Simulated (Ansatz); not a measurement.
A relaxed cell of ZnO is given with its symmetry left out. The cell was found from a structure generator's guess, not taken from experiment.

Computed with DFT PBE, scalar-relativistic, plane waves, PAW in Ansatz 0.2.0. Cutoff 420 eV, Γ-centred mesh, Gaussian smearing, no spin polarisation.

```
Zn O
1.0
    -3.28491    3.28491    3.28491
     3.28491   -3.28491    3.28491
     3.28491    3.28491   -3.28491
Zn O
6 6
Direct
  0.12500 0.75000 0.87500
  0.62500 0.37500 0.25000
  0.75000 0.87500 0.12500
  0.87500 0.12500 0.75000
  0.37500 0.25000 0.62500
  0.25000 0.62500 0.37500
  0.75000 0.37500 0.62500
  0.12500 0.87500 0.25000
  0.25000 0.12500 0.87500
  0.37500 0.62500 0.75000
  0.87500 0.25000 0.12500
  0.62500 0.75000 0.37500
```

The zero of energy is the elements' standard structures at the same level (O₂ as a molecule); no fitted shifts are applied.

Task: What space group does it have?

Result: I-43d (No. 220). Conventional cell: a = 6.570 Å. Around Zn lie 4 O at 2.01 Å; O is surrounded by 4 Zn at 2.01 Å.

Task: What is its formation energy per atom?

Result: −1.287 eV/atom. It lies below the elements, which doesn't yet make it stable against other compounds or structures.

Task: Is it a metal?

Result: No, the gap on the 8×8×8 mesh is 0.44 eV.

Task: From what recipe could a structure generator have reached it?

Result: One such recipe: 4-connected net, two elements alternating (I-43d, No. 220). Other recipes can lead to the same cell.

The last run used an 8×8×8 mesh for its 12-atom cell and Gaussian smearing of 0.02 eV. Kohn–Sham gaps at this level usually fall short of measured ones. Symmetry constrained the relaxation, so the result can be a saddle point.
